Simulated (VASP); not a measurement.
# InP (F-43m): a series in a change of volume, part 2 of 2

Strain engineering needs slopes: what does a change of volume do to the lattice and the band edges of InP?

VASP 6.6.1, plane waves and PAW; the level of theory is named at each step.

So far: Set-up; Relax the crystal, LDA; Relax at fixed volume, LDA; Band edges, TB-mBJ with spin-orbit coupling; Band edges, r2SCAN with spin-orbit coupling.

**5. Band edges, r2SCAN with spin-orbit coupling (continued)**

Level of this step: r2SCAN, spin-orbit coupling; plane waves and PAW (In_d, P) (VASP).

Parts of OUTCAR (step 5):

```text
  Total        0.1685803      0.1685803      0.1685803      0.0000000      0.0000000      0.0000000
  in kB        5.2972086      5.2972086      5.2972086      0.0000000      0.0000000      0.0000000
  external PRESSURE =       5.2972086 kB  Pullay stress =       0.0000000 kB

 POSITION                                       TOTAL-FORCE (eV/Angst)
 -----------------------------------------------------------------------------------
      0.00000      0.00000      0.00000         0.000000      0.000000      0.000000
      1.47158      1.47158      1.47158        -0.000000     -0.000000     -0.000000
 -----------------------------------------------------------------------------------
    total drift:                               -0.000001     -0.000001     -0.000000

  FREE ENERGIE OF THE ION-ELECTRON SYSTEM (eV)
  ---------------------------------------------------
  free  energy   TOTEN  =      -419.2187652716 eV

  energy  without entropy=     -419.2187652716  energy(sigma->0) =     -419.21876527

[... 2 parts as in an earlier step ...]

[... 1 further part left out ...]
[key lines of the parts left out:]
E-fermi :   5.0456
```

Read from the output:

- energy(sigma→0) of the program: -419.2188 eV
- stress, compression positive: xx, yy, zz 0.53, 0.53, 0.53 GPa

The run ends at a pressure of 0.53 GPa.

**6. The table**

Runs beyond LDA use the data sets made with LDA; this shifts their levels slightly, and their total energies have another zero (at TB-mBJ, which has no energy functional, they mean nothing).

The other members went through these steps as far as the tables show, with the same cutoff and, step by step, the same mesh; 25 runs are not shown. The session took 1.9 core hours (wall time by ranks) on a shared machine.

```csv
volume over the relaxed volume,volume (Å³/atom),pressure (GPa),energy above the unstrained row (meV/atom),"gap on the mesh, LDA (eV)"
0.940,23.267,5.055,22.373,0.933
0.955,23.638,3.623,12.255,0.849
0.970,24.009,2.308,5.325,0.765
0.985,24.380,1.098,1.321,0.683
1,24.752,-0.014,0.000,0.601
1.015,25.123,-1.038,1.168,0.520
1.030,25.494,-1.979,4.616,0.441
1.045,25.865,-2.842,10.157,0.362
1.060,26.237,-3.632,17.613,0.285
```

A cubic of the pressure in ln(V/V₀) through all rows has the slope −B at V₀: B = 71 GPa, and its curvature gives B′ = 4.6.

Band edges at TB-mBJ with spin-orbit coupling, counted from the valence-band top at Γ, spin-orbit pairs averaged, with one row partly withheld:

```csv
volume over the relaxed volume,gap (eV),conduction band at Γ (eV),Δ or X valley along z (eV),"lowest conduction level at L, [111] (eV)",second valence level below the top (eV),third valence level below the top (eV)
0.940,2.055,2.055,2.313,2.467,0.000,0.087
0.955,1.972,1.972,2.346,2.431,0.000,0.087
0.970,?,?,2.378,2.395,0.000,0.087
0.985,1.808,1.808,2.409,2.359,0.000,0.087
1,1.726,1.726,2.437,2.323,0.000,0.087
1.015,1.645,1.645,2.465,2.287,0.000,0.087
1.030,1.565,1.565,2.492,2.250,0.000,0.087
1.045,1.484,1.484,2.517,2.214,0.000,0.087
1.060,1.405,1.405,2.540,2.177,0.000,0.087
```

Conduction masses, in electron masses (the axis is [001]):

```csv
volume over the relaxed volume,"conduction mass at Γ, along the strain axis or the normal of the plane","L [111] mass, longitudinal","L [111] mass, transverse along [1-10]"
0.940,0.146,2.113,0.176
0.955,0.141,2.125,0.176
0.970,0.136,2.141,0.176
0.985,0.132,2.115,0.176
1,0.128,2.139,0.176
1.015,0.123,2.158,0.176
1.030,0.119,2.125,0.175
1.045,0.114,2.160,0.175
1.060,0.109,2.172,0.175
```

Band edges at r2SCAN with spin-orbit coupling, counted from the valence-band top at Γ, spin-orbit pairs averaged:

```csv
volume over the relaxed volume,gap (eV),conduction band at Γ (eV),Δ or X valley along z (eV),"lowest conduction level at L, [111] (eV)",second valence level below the top (eV),third valence level below the top (eV)
0.940,1.590,1.591,1.835,2.037,0.000,0.093
0.955,1.500,1.500,1.865,1.997,0.000,0.093
0.970,1.410,1.410,1.894,1.957,0.000,0.093
0.985,1.321,1.322,1.922,1.917,0.000,0.093
1,1.233,1.234,1.948,1.877,0.000,0.093
1.015,1.146,1.147,1.973,1.838,0.000,0.093
1.030,1.060,1.061,1.997,1.799,0.000,0.093
1.045,0.975,0.976,2.019,1.760,0.000,0.093
1.060,0.892,0.892,2.041,1.721,0.000,0.093
```

Conduction masses, in electron masses (the axis is [001]):

```csv
volume over the relaxed volume,"conduction mass at Γ, along the strain axis or the normal of the plane","L [111] mass, longitudinal","L [111] mass, transverse along [1-10]"
0.940,0.108,2.116,0.150
0.955,0.103,2.075,0.149
0.970,0.098,2.069,0.149
0.985,0.093,2.044,0.148
1,0.088,2.044,0.147
1.015,0.082,2.057,0.146
1.030,0.077,2.049,0.146
1.045,0.072,2.051,0.145
1.060,0.067,2.096,0.145
```

**7. A fit to the known rows**

The quantity to fit is the conduction level at Γ above the mean of the three top valence levels at TB-mBJ with spin-orbit coupling: 2.084, 2.001, 1.837, 1.755, 1.674, 1.593, 1.513, 1.434 eV in the rows shown.

Fitting a parabola to the 8 known rows (u: logarithm of the volume ratio) gives E = − 1.689 u² − 5.418 u + 1.755 in eV; the residuals are 1.4e-4 eV r.m.s.

For the withheld row, u = -0.03046, the fit gives 1.9187 eV.

**8. Prediction against calculation**

The calculation gives 1.9190 eV, so the prediction is 0.0003 eV too low.

**9. What came out**

```
bulk modulus                                                                                                           : 71 GPa
gap of the unstrained cell, TB-mBJ with spin-orbit coupling                                                            : 1.73 eV
gap of the unstrained cell, r2SCAN with spin-orbit coupling                                                            : 1.23 eV
dE/d ln V of the conduction level at Γ above the mean of the three top valence levels, TB-mBJ with spin-orbit coupling : -5.42 eV
error of the predicted row                                                                                             : -0.3 meV
```

At TB-mBJ with spin-orbit coupling the lowest conduction valley is Γ throughout, and the gap runs between 1.41 and 2.05 eV. At r2SCAN with spin-orbit coupling the lowest conduction valley is Γ throughout, and the gap runs between 0.89 and 1.59 eV. Hole masses are left out throughout, since the top bands are degenerate or cross in many series; of conduction masses, those of the Γ, L and (for Si and Ge under (001) strain) Δ valleys are kept where they change by under an eighth between rows. TB-mBJ is a potential fitted for gaps; it has no energy functional, so its total energies and forces mean nothing, and its bands tend to come out too narrow. r2SCAN opens gaps somewhat over GGA but leaves them below measured values as a rule. Δ or X levels are the lowest on their line, refined by a parabola unless they lie at X; the gap is read from all points sampled and can differ from the lowest valley by some meV, or by tens of meV where strain moves the valence top off Γ. Temperature, zero-point motion and excitons are left out.

[Lines on the potential files, build, host, timing and source positions are cut from VASP's logs without a mark.]

[Logs are printed without paths, hosts, clocks, repeated set-up lines and the standing remarks that a program may print on its own settings, such as how far it seeks lower states.]

[Hosts, paths, dates, database ids (printed as entryN), source tags and the programs' standing remarks are cut or masked in the printed files.]

[In band tables of VASP the shares of atoms and orbitals are scaled to a sum of 1 inside the atoms' spheres.]
